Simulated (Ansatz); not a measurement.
**BN: one input, then a changed one**

The cell is COD entry 9008834, as deposited and not checked against the literature; nothing was relaxed. The listed cell was then made from it by scaling, straining or moving an atom.

First run: DFT, PBEsol, PAW with Ansatz's default frozen-core files, scalar-relativistic (Ansatz 0.2.0).

Command: `ansatz run input.yaml --threads 1 --pin off --max-ram 2048MiB --backend cpu --events-out ev --progress --plain --runs-dir out` The run took 2.2 s on 1 thread of AMD EPYC 7R43 64-Core Processor (Zen 3), with other jobs on the host, peak memory 0.35 GiB.

```yaml
crystal:
  lattice:
    - [0.0, 1.8312856224, 1.8312856224]
    - [1.8312856224, 0.0, 1.8312856224]
    - [1.8312856224, 1.8312856224, 0.0]
  atoms:
    - { symbol: B, position: [0.0, 0.0, 0.0] }
    - { symbol: "N", position: [0.75, 0.75, 0.75] }
kpoints:
  mp_grid: { grid: [13, 13, 13] }
scf:
  occupations: { method: fermi_dirac, width: 0.03 }
hamiltonian:
  xc: pbesol
  pseudopotentials: { kind: paw }
output:
  forces: true
  stress: true
  eigenvalues: true
  efg: { contact_densities: true }
```

Result: converged; pressure -16.60 GPa; gap on the k mesh 4.32 eV (the mesh can miss the band edges); 6 SCF iterations.

The input is then changed:

```diff
@@ -7,4 +7,5 @@
     - { symbol: B, position: [0.0, 0.0, 0.0] }
     - { symbol: "N", position: [0.75, 0.75, 0.75] }
+  symmetry: { detect: false }
 kpoints:
   mp_grid: { grid: [13, 13, 13] }
@@ -13,5 +14,5 @@
 hamiltonian:
   xc: pbesol
-  pseudopotentials: { kind: paw }
+  pseudopotentials: { kind: paw, source: ansatz }
 output:
   forces: true
@@ -19,3 +20,7 @@
   eigenvalues: true
   efg: { contact_densities: true }
+  write_density: true
+  write_potential: true
+  elf: true
+  volumetric_format: npy
```

Q: What does the second run give?

A: It converged; pressure -16.53 GPa; gap on the k mesh 4.31 eV (the mesh can miss the band edges); 7 SCF iterations.
